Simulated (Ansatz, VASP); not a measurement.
One calculation of Ag, two programs

The input INCAR:

```
PREC = Accurate
ENCUT = 520
EDIFF = 1E-7
ISMEAR = -1
SIGMA = 0.05
LREAL = False
LASPH = True
NELM = 100
ALGO = Normal
ISIF = 2
LWAVE = False
LCHARG = True
GGA = PE
LELF = True
LVHAR = True
NBANDS = 12
```

The input KPOINTS:

```
regular mesh
0
Gamma
  15 15 15
```

File POSCAR:

```
Ag
1.0
    0.0408620000      2.0635310000      2.0635310000
    2.0635310000      0.0408620000      2.0635310000
    2.0635310000      2.0635310000      0.0408620000
Ag
1
Direct
    0.0000000000      0.0000000000      0.0000000000
```

Input for Ansatz:

```yaml
crystal:
  lattice:
    - [0.040862, 2.063531, 2.063531]
    - [2.063531, 0.040862, 2.063531]
    - [2.063531, 2.063531, 0.040862]
  atoms:
    - { symbol: Ag, position: [0.0, 0.0, 0.0] }
kpoints:
  mp_grid: { grid: [15, 15, 15] }
  band_path:
    path:
      - [0.0, 0.0, 0.0]
      - [0.5, 0.5, 0.5]
      - [0.2451701269, 0.5, 0.7548298731]
      - [-0.2451701269, 0.2451701269, 0.5]
      - [0.0, 0.0, 0.5]
      - [0.0, 0.0, 0.0]
      - [-0.3725850634, 0.0, 0.3725850634]
      - [0.0, 0.3725850634, 0.6274149366]
      - [0.0, 0.5, 0.5]
    npoints: 5
scf:
  occupations: { method: fermi_dirac, width: 0.05 }
hamiltonian:
  xc: pbe
  pseudopotentials: { kind: all_electron, lapw: { basis_error: 0.001 } }
output:
  forces: true
  stress: true
  eigenvalues: true
```

Change from the starting cell: equal xy, yz and zx shear strains of +2 %.

Alike in both runs: task single point; functional PBE; k mesh 15 × 15 × 15; occupations fermi-dirac, width 0.05 eV; no spin polarisation.

|  | VASP | Ansatz |
| --- | --- | --- |
| version | VASP 6.6.1 | Ansatz 0.2.0 |
| potentials or method | VASP PAW PBE potentials, release 64 (Ag) | all-electron LAPW, scalar-relativistic |
| plane-wave cutoff (eV) | 520 | see its input |

```tsv
	VASP	Ansatz	Ansatz less VASP
pressure (GPa)	4.6	4.7	+0.14
largest component of the traceless stress (GPa)	0.74	0.75	+0.015
```

Ansatz ran all-electron here, so the differences hold the error of VASP's frozen core and of both bases.
